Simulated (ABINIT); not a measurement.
# TiSi: single point with LDA

TiSi:

```
Ti Si
1.0
     3.74403    0.00000    0.00000
     0.00000    1.79653    2.05059
     0.00000   -1.79653    2.05059
Ti Si
1 1
Direct
  0.00000 0.05075 0.05075
  0.50000 0.55075 0.55075
```

The cell comes from a database or a generator and needn't be the stable form of this composition.

The cell isn't the ideal one: cell relaxed.

| Quantity | Value |
| --- | --- |
| Program | ABINIT 10.8.3 (patched build) |
| Task | single point |
| Functional | LDA |
| Potentials or basis | PseudoDojo NC SR LDA v0.4.1 standard |
| Cutoff | 1143 eV |
| k mesh | 5 × 8 × 8 |
| Occupations | fermi-dirac, width 0.05 eV |
| Spin | no spin polarisation |

- Pressure: 0.0 GPa
- Band gap on the k mesh: none (metal or under the smearing width)
- Valence electrons inside the program's atomic spheres: Ti 9.66; Si 1.79

Levels at points of the mesh, in eV from the Fermi level:
```csv
k point,band 4,band 5,band 6,band 7,band 8,band 9,band 10,band 11,band 12
"(0.00, 0.00, 0.00)",-32.22,-12.08,-2.63,-1.71,-1.36,1.75,2.35,3.10,5.51
"(0.00, 0.50, 0.00)",-32.21,-7.73,-6.61,-3.11,-0.92,1.58,2.45,4.53,4.90
"(0.00, 0.50, 0.50)",-32.62,-5.94,-3.75,-1.72,-1.41,-1.05,-0.50,3.00,3.31
```

Run time: 20 s on 4 MPI ranks on Intel(R) Xeon(R) Platinum 8259CL CPU @ 2.50GHz (Skylake/Cascade Lake), on a shared host, peak memory 0.28 GiB a rank.
